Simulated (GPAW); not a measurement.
# AlN (Fm-3m) in GPAW: settings compared

One crystal, AlN, is run at these levels: PBE, RPBE, LDA; tasks: single point, electron localisation function.

Everything below comes from runs of GPAW 26.7.0. Logs are shortened: lines on timing, memory, paths and dates and some standing lists are left out, and cuts for length are marked. The log counts tension as positive stress, the text compression.

## 1. The structure

Symmetry: Fm-3m, No. 225, cubic system. Conventional cell: a = 4.069 Å, b = 4.069 Å, c = 4.069 Å, α = 90.00°, β = 90.00°, γ = 90.00°. Al (site symmetry m-3m) is surrounded by 6 N at 2.03 Å. N (site symmetry m-3m) is surrounded by 6 Al at 2.03 Å.

Measurements of this composition are mostly on another form, of space group No. 186.

## 2. Single point, PBE

Input file run.py:

```python
from ase.dft.bandgap import bandgap
from ase.io import read, write
from ase.units import GPa
from gpaw import GPAW, PW

atoms = read('AlN.xyz')

calc = GPAW(mode=PW(800),
            xc='PBE',
            kpts={'size': (11, 11, 11), 'gamma': True},
            occupations={'name': 'methfessel-paxton', 'order': 0, 'width': 0.05},
            nbands=11,
            convergence={'density': 1e-05, 'energy': 1e-05},
            maxiter=150,
            txt='gpaw.txt')
atoms.calc = calc
energy = atoms.get_potential_energy()
forces = atoms.get_forces()
stress = atoms.get_stress()
calc.write('gs.gpw')
write('result.traj', atoms)
print(f'Energy: {energy:.6f} eV')
print('Forces (eV/A):')
print(forces.round(4))
print('Stress (GPa):', (stress / GPa).round(3))
print('Fermi level:', round(calc.get_fermi_level(), 4), 'eV')
print(f'Gap: {bandgap(calc)[0]:.4f} eV, direct: {bandgap(calc, direct=True)[0]:.4f} eV')
```

Input file AlN.xyz:

```xyz
2
Lattice="0.0000000000 2.0345180000 2.0345180000 2.0345180000 0.0000000000 2.0345180000 2.0345180000 2.0345180000 0.0000000000" Properties=species:S:1:pos:R:3 pbc="T T T"
Al     2.0345180000      2.0345180000      2.0345180000
N      0.0000000000      0.0000000000      0.0000000000
```

Potentials or basis: GPAW PAW data sets (gpaw-data 1.2.1), pw.

Started as:

```
$ OMP_NUM_THREADS=1 python run.py
```

gpaw.txt:

```text
__  _  _
 | _ |_)|_||  |
 |__||  | ||/\| - 26.7.0

Input parameters:
  mode=PW(ecut=800.0),
  convergence={'density': 1e-05, 'energy': 1e-05},
  kpts=MonkhorstPack(size=(11, 11, 11), gamma=True),
  maxiter=150,
  nbands=11,
  occupations=Occupations(name='methfessel-paxton', order=0, width=0.05),
  xc=XC(name='PBE')

Diagonalizing LCAO Hamiltonian
Converting LCAO to pw mode

              Al

       N

Atoms  # Å, Bohr magnetons
|   | symbol |        x |        y |        z |    initial magnetic moments |
|---|--------|----------|----------|----------|-----------------------------|
| 0 |     Al | 2.034518 | 2.034518 | 2.034518 | ( 0.0000,  0.0000,  0.0000) |
| 1 |      N | 0.000000 | 0.000000 | 0.000000 | ( 0.0000,  0.0000,  0.0000) |

Unit cell  # Å
| periodic |        x |        y |        z |  lengths |    angles |
|----------|----------|----------|----------|----------|-----------|
|      yes | 0.000000 | 2.034518 | 2.034518 | 2.877243 | 60.000000 |
|      yes | 2.034518 | 0.000000 | 2.034518 | 2.877243 | 60.000000 |
|      yes | 2.034518 | 2.034518 | 0.000000 | 2.877243 | 60.000000 |

Number of symmetries: 48
Symmetry operations  # r_c * U_cc + t_c -> r_c
|    | kind |            matrix            |
|----|------|------------------------------|
|  0 |  σ   |  1, 0, 0,  1, 0,-1,  1,-1, 0 |
|  1 |  C2  |  1, 0, 0,  1,-1, 0,  1, 0,-1 |
|  2 |  E   |  1, 0, 0,  0, 1, 0,  0, 0, 1 |
|  3 |  σ   |  1, 0, 0,  0, 0, 1,  0, 1, 0 |
|  4 |  C4  |  1, 0,-1,  1, 0, 0,  1,-1, 0 |
|  5 |  S6  |  1, 0,-1,  1,-1, 0,  1, 0, 0 |
|  6 |  σ   |  1, 0,-1,  0, 1,-1,  0, 0,-1 |
|  7 |  C3  |  1, 0,-1,  0, 0,-1,  0, 1,-1 |
|  8 |  S6  |  1,-1, 0,  1, 0, 0,  1, 0,-1 |
|  9 |  C4  |  1,-1, 0,  1, 0,-1,  1, 0, 0 |
| 10 |  C3  |  1,-1, 0,  0,-1, 1,  0,-1, 0 |
| 11 |  σ   |  1,-1, 0,  0,-1, 0,  0,-1, 1 |
| 12 |  σ   |  0, 1, 0,  1, 0, 0,  0, 0, 1 |
| 13 |  C4  |  0, 1, 0,  0, 1,-1, -1, 1, 0 |
| 14 |  C3  |  0, 1, 0,  0, 0, 1,  1, 0, 0 |
| 15 |  S6  |  0, 1, 0, -1, 1, 0,  0, 1,-1 |
| 16 |  C2  |  0, 1,-1,  1, 0,-1,  0, 0,-1 |
| 17 |  σ   |  0, 1,-1,  0, 1, 0, -1, 1, 0 |
| 18 |  S4  |  0, 1,-1,  0, 0,-1,  1, 0,-1 |
| 19 |  C4  |  0, 1,-1, -1, 1, 0,  0, 1, 0 |
| 20 |  C3  |  0, 0, 1,  1, 0, 0,  0, 1, 0 |
| 21 |  σ   |  0, 0, 1,  0, 1, 0,  1, 0, 0 |
| 22 |  S6  |  0, 0, 1,  0,-1, 1, -1, 0, 1 |
| 23 |  C4  |  0, 0, 1, -1, 0, 1,  0,-1, 1 |
| 24 |  S4  |  0, 0,-1,  1, 0,-1,  0, 1,-1 |
| 25 |  C3  |  0, 0,-1,  0, 1,-1,  1, 0,-1 |
| 26 |  C2  |  0, 0,-1,  0,-1, 0, -1, 0, 0 |
| 27 |  S6  |  0, 0,-1, -1, 0, 0,  0,-1, 0 |
| 28 |  S4  |  0,-1, 1,  1,-1, 0,  0,-1, 0 |
| 29 |  C4  |  0,-1, 1,  0, 0, 1, -1, 0, 1 |
| 30 |  C2  |  0,-1, 1,  0,-1, 0,  1,-1, 0 |
| 31 |  σ   |  0,-1, 1, -1, 0, 1,  0, 0, 1 |
| 32 |  C3  |  0,-1, 0,  1,-1, 0,  0,-1, 1 |
| 33 |  S6  |  0,-1, 0,  0, 0,-1, -1, 0, 0 |
| 34 |  S4  |  0,-1, 0,  0,-1, 1,  1,-1, 0 |
| 35 |  C2  |  0,-1, 0, -1, 0, 0,  0, 0,-1 |
| 36 |  C2  | -1, 1, 0,  0, 1, 0,  0, 1,-1 |
| 37 |  S6  | -1, 1, 0,  0, 1,-1,  0, 1, 0 |
| 38 |  S4  | -1, 1, 0, -1, 0, 1, -1, 0, 0 |
| 39 |  C3  | -1, 1, 0, -1, 0, 0, -1, 0, 1 |
| 40 |  S6  | -1, 0, 1,  0, 0, 1,  0,-1, 1 |
| 41 |  C2  | -1, 0, 1,  0,-1, 1,  0, 0, 1 |
| 42 |  C3  | -1, 0, 1, -1, 1, 0, -1, 0, 0 |
[... 69 lines left out ...]
    |   3s |  2.000 |      -7.753 |    1.085 |
    |   3p |  1.000 |      -2.712 |    1.085 |
    |    s |        |      19.459 |    1.085 |
    |    p |        |      24.499 |    1.085 |
    |    d |        |       0.000 |    1.085 |

    Using partial waves for Al as LCAO basis

  N:
    name:    Nitrogen
    Z:       7.0
    valence: 5
    core:    2
    charge:  0.0  # [|e|]
    compensation charges:
      type: gauss
      rc: 0.18  # [Å]
      lmax: 2
    cutoffs:
      filter: 1.11  # [Å]
      core: 0.96  # [Å]
    projectors
    | kind |    occ | energy [eV] | rcut [Å] |
    |------|--------|-------------|----------|
    |   2s |  2.000 |     -18.583 |    0.603 |
    |   2p |  3.000 |      -7.089 |    0.529 |
    |    s |        |       8.629 |    0.603 |
    |    p |        |      20.123 |    0.529 |
    |    d |        |       0.000 |    0.577 |

    Using partial waves for N as LCAO basis

Reference energy: -8085.144769  # eV

eigensolver:
  PPCG
  Converge bands: occupied
  niter=2

density mixing:
  MSR1-Mixer
  Pratt-step length: 0.05
  Maximum mixing coefficient: 0.75
  Old densities: 10
  SVD Regularization: 0.005
  Good broyden scale: 1.0
  Trust region scale: 1.0
  Backstep threshold: 4.0
  History deletion threshold: 6.0
  Fourier metric: weight=20.0, sigma=0.015

occupation numbers:
  Methfessel-Paxton:
    width: 0.0500  # eV
    order: 0

poisson solver:
  ecut: 6400.0  # eV

xc functional:
  name: PBE with 2 nearest neighbor stencil

convergence criteria:
- Maximum integral of absolute [dens]ity change: 1e-05 electrons / valence electron
- Maximum [total energy] change in last 3 cyles: 1e-05 eV / valence electron
- Maximum integral of absolute [eigenst]ate change: 4e-08 eV^2 / valence electron
maximum number of iterations: 150

SCF iterations
|iter     | |      energy | eigst |  dens |
|---------|-|-------------|-------|-------|
|iter:   1| |  -15.969970 | -0.07 |       |
|iter:   2| |  -15.607968 | -2.42 | -0.63 |
|iter:   3| |  -14.514528 | -1.13 | -0.68 |
|iter:   4| |  -14.528050 | -3.43 | -1.33 |
|iter:   5| |  -14.534047 | -3.72 | -1.64 |
|iter:   6| |  -14.534085 | -5.77 | -2.88 |
|iter:   7| |  -14.534091c| -6.61 | -3.28 |
|iter:   8| |  -14.534091c| -7.90c| -4.82 |
|iter:   9| |  -14.534091c| -8.51c| -5.19c|

Converged in 9 steps
Energy contributions relative to reference atoms: (reference = -8085.144769)

Energy contributions:
  Kinetic:          12.802748
  Coulomb:          -9.547218
  Zero:              0.078713
  External:          0.000000
  Xc:              -17.868334
  Entropy:          -0.000000
  Spinorbit:         0.000000
  ----------------------------
  Free energy:     -14.534091
  Extrapolated:    -14.534091

dipole moment: (-10.082322, -10.082322, -10.082322)  # |e|*Ang

Fermi level: 10.705
Eigenvalues  # (at kpt = [0.000, 0.000, 0.000])
| band index |      eig [eV] | occ [0-2] |
|------------|---------------|-----------|
|          0 |        -7.651 |     2.000 |
|          1 |         9.744 |     2.000 |
|          2 |         9.744 |     2.000 |
|          3 |         9.744 |     2.000 |
|          4 |        15.145 |     0.000 |
|          5 |        21.823 |     0.000 |
|          6 |        21.823 |     0.000 |
|          7 |        21.823 |     0.000 |
|          8 |        27.023 |     0.000 |
|          9 |        27.420 |     0.000 |
|         10 |        27.421 |     0.000 |

Gap: 4.560 eV
Transition (v -> c):
  (s=0, k=0, n=3, [0.00, 0.00, 0.00]) -> (s=0, k=50, n=4, [0.45, 0.45, 0.00])
Direct/indirect transitions are different
Direct gap: 5.401 eV
Transition at: (s=0, k=0, n=3, [0.00, 0.00, 0.00])

Forces  # eV/Ang
|       x |        y |        z |
|---------|----------|----------|
| 0.00000 | -0.00000 | -0.00000 |  # Al   0
| 0.00000 |  0.00000 | -0.00000 |  # N    1

Stress tensor  # eV/Ang^3
|         x |         y |         z |
|-----------|-----------|-----------|
| -0.008028 | -0.000000 | -0.000000 |
| -0.000000 | -0.008028 |  0.000000 |
| -0.000000 |  0.000000 | -0.008028 |

# Writing to gs.gpw (mode='')
```

Wall time 7.7 s (1 thread of Arm Neoverse V2, shared host); peak memory 0.14 GiB.

What came out:

```yaml
Free_energy: -14.5341 eV
Pressure: 1.3 GPa
Band_gap_on_the_k_mesh: 4.56 eV, indirect (least direct gap 5.40 eV)
```

Caveat: an odd mesh through Γ misses points on the zone boundary, where band edges often lie.

## 3. Single point, RPBE

Input file run.py:

```python
from ase import Atoms
from ase.dft.bandgap import bandgap
from ase.io import write
from ase.units import Bohr, GPa
from gpaw import GPAW, PW
from gpaw.elf import elf_from_dft_calculation

atoms = Atoms(['Al', 'N'],
              cell=[[0.0, 2.034518, 2.034518],
                    [2.034518, 0.0, 2.034518],
                    [2.034518, 2.034518, 0.0]],
              scaled_positions=[[0.5, 0.5, 0.5],
                                [0.0, 0.0, 0.0]],
              pbc=True)

calc = GPAW(mode=PW(800),
            xc='RPBE',
            kpts={'size': (11, 11, 11), 'gamma': True},
            occupations={'name': 'methfessel-paxton', 'order': 0, 'width': 0.1},
            nbands=11,
            convergence={'density': 1e-05, 'energy': 1e-05},
            maxiter=150,
            txt='gpaw.txt')
atoms.calc = calc
energy = atoms.get_potential_energy()
forces = atoms.get_forces()
stress = atoms.get_stress()
calc.write('gs.gpw')
write('result.traj', atoms)
print(f'Energy: {energy:.6f} eV')
print('Forces (eV/A):')
print(forces.round(4))
print('Stress (GPa):', (stress / GPa).round(3))
print('Fermi level:', round(calc.get_fermi_level(), 4), 'eV')
print(f'Gap: {bandgap(calc)[0]:.4f} eV, direct: {bandgap(calc, direct=True)[0]:.4f} eV')

# fields on the real-space grid
write('density.cube', atoms, data=calc.get_pseudo_density() * Bohr**3)
write('potential.cube', atoms, data=calc.get_electrostatic_potential())
write('elf.cube', atoms, data=elf_from_dft_calculation(calc).data)
```

Potentials or basis: the program's PAW data sets (release 1.2.1) made for this functional, pw.

Started as:

```
$ OMP_NUM_THREADS=1 python run.py
```

Wall time 7.9 s (1 thread of Arm Neoverse V2, shared host); peak memory 0.14 GiB.

Results (log left out):

```
Free energy            : -13.7355 eV
Pressure               : 6.0 GPa
Band gap on the k mesh : 4.68 eV, indirect (least direct gap 5.42 eV)
```

Levels at points of the mesh, in eV from the valence-band top:
```csv
k point,band 1,band 2,band 3,band 4,band 5,band 6,band 7
"(0.00, 0.00, 0.00)",-17.44,0.00,0.00,0.00,5.42,12.11,12.11
```

Caveat: an odd mesh through Γ misses points on the zone boundary, where band edges often lie.

## 4. Single point, PBE

Input file run.py:

```python
from ase.dft.bandgap import bandgap
from ase.io import read, write
from ase.units import GPa
from gpaw import GPAW, PW

atoms = read('POSCAR')

calc = GPAW(mode=PW(800),
            xc='PBE',
            kpts={'size': (11, 11, 11), 'gamma': True},
            occupations={'name': 'methfessel-paxton', 'order': 0, 'width': 0.02},
            nbands=11,
            convergence={'density': 1e-05, 'energy': 1e-05},
            maxiter=150,
            txt='gpaw.txt')
atoms.calc = calc
energy = atoms.get_potential_energy()
forces = atoms.get_forces()
stress = atoms.get_stress()
calc.write('gs.gpw')
write('result.traj', atoms)
print(f'Energy: {energy:.6f} eV')
print('Forces (eV/A):')
print(forces.round(4))
print('Stress (GPa):', (stress / GPa).round(3))
print('Fermi level:', round(calc.get_fermi_level(), 4), 'eV')
print(f'Gap: {bandgap(calc)[0]:.4f} eV, direct: {bandgap(calc, direct=True)[0]:.4f} eV')
```

Input file POSCAR:

```
AlN
1.0
    0.0000000000      2.0345180000      2.0345180000
    2.0345180000      0.0000000000      2.0345180000
    2.0345180000      2.0345180000      0.0000000000
Al N
1 1
Direct
    0.5000000000      0.5000000000      0.5000000000
    0.0000000000      0.0000000000      0.0000000000
```

Potentials or basis: GPAW PAW data sets (gpaw-data 1.2.1), pw.

Started as:

```
$ OMP_NUM_THREADS=1 python run.py
```

It took 7.7 s on 1 thread of Arm Neoverse V2, shared host; peak memory 0.14 GiB.

It converged, with:

```
Free energy            : -14.5341 eV
Pressure               : 1.3 GPa
Band gap on the k mesh : 4.56 eV, indirect (least direct gap 5.40 eV)
```

Levels at points of the mesh, in eV from the valence-band top:
```tsv
k point	band 2	band 3	band 4	band 5	band 6	band 7
(0.00, 0.00, 0.00)	0.00	0.00	0.00	5.40	12.08	12.08
```

Caveat: an odd mesh through Γ misses points on the zone boundary, where band edges often lie.

## 5. Electron localisation function, LDA (cell strained at random at fixed volume)

Input file run.py:

```python
from ase import Atoms
from ase.dft.bandgap import bandgap
from ase.io import write
from ase.units import Bohr, GPa
from gpaw import GPAW, PW
from gpaw.elf import elf_from_dft_calculation

atoms = Atoms(['Al', 'N'],
              cell=[[-0.025359, 2.069613, 2.051819],
                    [2.018327, -0.017123, 2.043583],
                    [1.980378, 2.023428, 0.020827]],
              scaled_positions=[[0.5, 0.5, 0.5],
                                [0.0, 0.0, 0.0]],
              pbc=True)

calc = GPAW(mode=PW(800),
            xc='LDA',
            kpts={'size': (11, 11, 11), 'gamma': True},
            occupations={'name': 'improved-tetrahedron-method'},
            nbands=11,
            convergence={'density': 1e-05, 'energy': 1e-05},
            maxiter=150,
            txt='gpaw.txt')
atoms.calc = calc
energy = atoms.get_potential_energy()
forces = atoms.get_forces()
stress = atoms.get_stress()
calc.write('gs.gpw')
write('result.traj', atoms)
print(f'Energy: {energy:.6f} eV')
print('Forces (eV/A):')
print(forces.round(4))
print('Stress (GPa):', (stress / GPa).round(3))
print('Fermi level:', round(calc.get_fermi_level(), 4), 'eV')
print(f'Gap: {bandgap(calc)[0]:.4f} eV, direct: {bandgap(calc, direct=True)[0]:.4f} eV')

# fields on the real-space grid
write('density.cube', atoms, data=calc.get_pseudo_density() * Bohr**3)
write('potential.cube', atoms, data=calc.get_electrostatic_potential())
write('elf.cube', atoms, data=elf_from_dft_calculation(calc).data)
```

Potentials or basis: the program's PAW data sets (release 1.2.1) made for this functional, pw.

Started as:

```
$ OMP_NUM_THREADS=1 python run.py
```

Run time: 74 s. Hardware: 1 thread of Arm Neoverse V2, shared host; peak memory 0.36 GiB.

Results (log left out):

| Quantity | Value |
| --- | --- |
| Free energy | -16.1939 eV |
| Pressure | -9.9 GPa |
| Band gap on the k mesh | 3.92 eV, indirect (least direct gap 5.17 eV) |

Stress tensor (GPa, compression positive):
```
 -6.97   9.52  -1.76
  9.52 -12.09  -4.14
 -1.76  -4.14 -10.49
```

Levels at points of the mesh, in eV from the valence-band top:
```tsv
k point	band 2	band 3	band 4	band 5	band 6	band 7
(0.00, 0.00, 0.00)	-0.50	-0.29	0.00	5.17	11.20	11.66
```

Caveat: an odd mesh through Γ misses points on the zone boundary, where band edges often lie.

## 6. Single point, PBE

Input file run.py:

```python
from ase.io import read
from gpaw import PW
from gpaw.dft import DFT

atoms = read('AlN.cif')

dft = DFT(atoms,
          mode=PW(800),
          xc='PBE',
          kpts={'size': (11, 11, 11), 'gamma': True},
          occupations={'name': 'fermi-dirac', 'width': 0.05},
          nbands=11,
          convergence={'density': 1e-05, 'energy': 1e-05},
          maxiter=150,
          txt='gpaw.txt')
print(f'Energy: {dft.calculate_energy():.6f} eV')
print('Forces (eV/A):')
print(dft.calculate_forces().round(4))
print('Stress (eV/A^3):', dft.calculate_stress().round(6))
dft.write_gpw_file('gs.gpw')
```

Input file AlN.cif:

```cif
data_AlN
_cell_length_a 2.87724295
_cell_length_b 2.87724295
_cell_length_c 2.87724295
_cell_angle_alpha 60.00000000
_cell_angle_beta 60.00000000
_cell_angle_gamma 60.00000000
_space_group_name_H-M_alt 'P1'
_space_group_name_Hall 'P 1'
_space_group_IT_number 1
loop_
_space_group_symop_operation_xyz
'x,y,z'
loop_
_atom_site_label
_atom_site_type_symbol
_atom_site_symmetry_multiplicity
_atom_site_Wyckoff_symbol
_atom_site_fract_x
_atom_site_fract_y
_atom_site_fract_z
_atom_site_occupancy
Al1 Al 1 a 0.5000000000 0.5000000000 0.5000000000 1
N1 N 1 a 0.0000000000 0.0000000000 0.0000000000 1
```

Potentials or basis: GPAW PAW data sets (gpaw-data 1.2.1), pw.

Started as:

```
$ OMP_NUM_THREADS=1 python run.py
```

Wall time 10 s (1 thread of Arm Neoverse V1, shared host); peak memory 0.14 GiB.

Results (log left out):

```
Free energy            : -14.5341 eV
Pressure               : 1.3 GPa
Band gap on the k mesh : 4.56 eV, indirect (least direct gap 5.40 eV)
```

Levels at points of the mesh, in eV from the valence-band top:
```
           k point  band 1  band 2  band 3  band 4  band 5  band 6  band 7
(0.00, 0.00, 0.00)  -17.40    0.00    0.00    0.00    5.40   12.08   12.08
```

Caveat: an odd mesh through Γ misses points on the zone boundary, where band edges often lie.

## 7. The reference run

An earlier run on the cell as given: functional PBE; potentials or basis GPAW PAW data sets (gpaw-data 1.2.1); cutoff 800 eV; basis pw; k mesh 11 × 11 × 11; occupations fermi-dirac, width 0.05 eV; no spin polarisation.

- Pressure: 1.3 GPa
- Band gap on the k mesh: 4.56 eV, indirect (least direct gap 5.40 eV)

## 8. The runs side by side

```csv
task,level,potentials or basis,cell,smearing,gap on the mesh (eV),pressure (GPa)
single point,PBE,"GPAW PAW data sets (gpaw-data 1.2.1), pw",as given,gaussian 0.05 eV,4.56,1.3
single point,RPBE,"the program's PAW data sets (release 1.2.1) made for this functional, pw",as given,gaussian 0.1 eV,4.68,6.0
single point,PBE,"GPAW PAW data sets (gpaw-data 1.2.1), pw",as given,gaussian 0.02 eV,4.56,1.3
electron localisation function,LDA,"the program's PAW data sets (release 1.2.1) made for this functional, pw",cell strained at random at fixed volume,improved-tetrahedron-method,3.92,-9.9
single point,PBE,"GPAW PAW data sets (gpaw-data 1.2.1), pw",as given,fermi-dirac 0.05 eV,4.56,1.3
```

Alike in all rows: no spin polarisation; k mesh 11 × 11 × 11; cutoff (eV) 800.

Caveats: an odd mesh through Γ misses points on the zone boundary, where band edges often lie.

Total energies depend on the potentials used, so only differences within one code and one set of settings carry meaning.
